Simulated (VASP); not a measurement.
Input of a VASP 6.6.1 run:

INCAR

```
SYSTEM = Tl
ALGO     = Fast           ! electronic algorithm
EDIFF    = 1E-7           ! SCF threshold, eV
ENCUT    = 520            ! plane-wave cutoff, eV
GGA      = PE             ! functional
ISIF     = 2              ! what is computed and relaxed
ISMEAR   = 0              ! smearing method
LASPH    = .TRUE.         ! aspherical terms in the spheres
LCHARG   = .FALSE.        ! write CHGCAR
LREAL    = .FALSE.        ! projectors in reciprocal space
LWAVE    = .FALSE.        ! write WAVECAR
NBANDS   = 26             ! bands
NELM     = 100            ! most SCF steps
PREC     = Accurate       ! precision mode
SIGMA    = 0.1            ! smearing width, eV
```

Contents of KPOINTS:

```
k-points
0
G
  6 6 6
  0 0 0
```

POSCAR

```
Tl
1.0
    1.7622375788      1.0174283405      8.6626624556
   -1.7622375788      1.0174283405      8.6626624556
    0.0000000000     -2.0348566810      8.6626624556
Tl
3
Direct
    0.0000000000      0.0000000000      0.0000000000
    0.7780122400      0.7780122400      0.7780122400
    0.2219877600      0.2219877600      0.2219877600
```

Potentials or basis: VASP PAW PBE potentials, release 64 (Tl_d).

Launch:

```console
$ cat potpaw_PBE.64/Tl_d/POTCAR > POTCAR
$ mpirun -np 1 vasp_std > vasp.out
```

(1) Predict the pressure.

(2) Estimate the largest force.

(3) Estimate the band gap on the k mesh.

## Answers

(1) 0.0 GPa.

(2) 0.065 eV/Å.

(3) none (metal or under the smearing width).
